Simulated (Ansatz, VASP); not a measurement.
**TiSi2: VASP beside Ansatz**

The input INCAR:

```
PREC = Accurate
ENCUT = 520
EDIFF = 1E-6
ISMEAR = 0
SIGMA = 0.013000000000000001
LREAL = False
LASPH = True
NELM = 100
ALGO = Normal
ISIF = 2
LWAVE = False
LCHARG = True
GGA = PE
LELF = True
LVHAR = True
NBANDS = 29
```

The input KPOINTS:

```
Automatic mesh
0
Gamma
  7 7 7
```

The input POSCAR:

```
TiSi2
1.0
    0.0000000000      4.1175163063      4.2628978354
    2.3895119538      0.0000000000      4.2628978354
    2.3895119538      4.1175163063      0.0000000000
Ti Si
2 4
Direct
    0.7500000000      0.7500000000      0.7500000000
    0.5000000000      0.5000000000      0.5000000000
    0.4125656100      0.0874343900      0.4125656100
    0.0874343900      0.4125656100      0.0874343900
    0.1625656100      0.8374343900      0.1625656100
    0.8374343900      0.1625656100      0.8374343900
```

input.yaml

```yaml
crystal:
  lattice:
    - [0.0, 4.1175163063, 4.2628978354]
    - [2.3895119538, 0.0, 4.2628978354]
    - [2.3895119538, 4.1175163063, 0.0]
  atoms:
    - { symbol: Ti, position: [0.75, 0.75, 0.75] }
    - { symbol: Ti, position: [0.5, 0.5, 0.5] }
    - { symbol: Si, position: [0.41256561, 0.08743439, 0.41256561] }
    - { symbol: Si, position: [0.08743439, 0.41256561, 0.08743439] }
    - { symbol: Si, position: [0.16256561, 0.83743439, 0.16256561] }
    - { symbol: Si, position: [0.83743439, 0.16256561, 0.83743439] }
hamiltonian:
  xc: pbe
  pseudopotentials: { kind: paw }
kpoints:
  mp_grid: { grid: [7, 7, 7] }
scf:
  occupations: { method: gaussian, width: 0.013 }
output:
  forces: true
  stress: true
  eigenvalues: true
```

The cell is a database's computed one.

Alike in both runs: task single point; functional PBE; k mesh 7 × 7 × 7; occupations gaussian, width 0.013 eV; no spin polarisation.

```csv
,VASP,Ansatz
version,VASP 6.6.1,Ansatz 0.2.0
potentials or method,"VASP PAW PBE potentials, release 64 (Ti_sv, Si)",Ansatz PAW
plane-wave cutoff (eV),520,420
valence electrons in the cell,40,40
```

VASP gave:

* gap on the k mesh at the Fermi level (eV): none
* pressure (GPa): 2.0
* largest component of the traceless stress (GPa): 1.25
* rms of the force components (eV/Å): 0.006

Task: Which values does Ansatz return?

Result: gap on the k mesh at the Fermi level (eV): none; pressure (GPa): 2.1; largest component of the traceless stress (GPa): 1.25; rms of the force components (eV/Å): 0.006.

Atom by atom the forces differ by 0.000 eV/Å (rms over components). A gap of «none» marks a metal or a gap that the smearing closes.
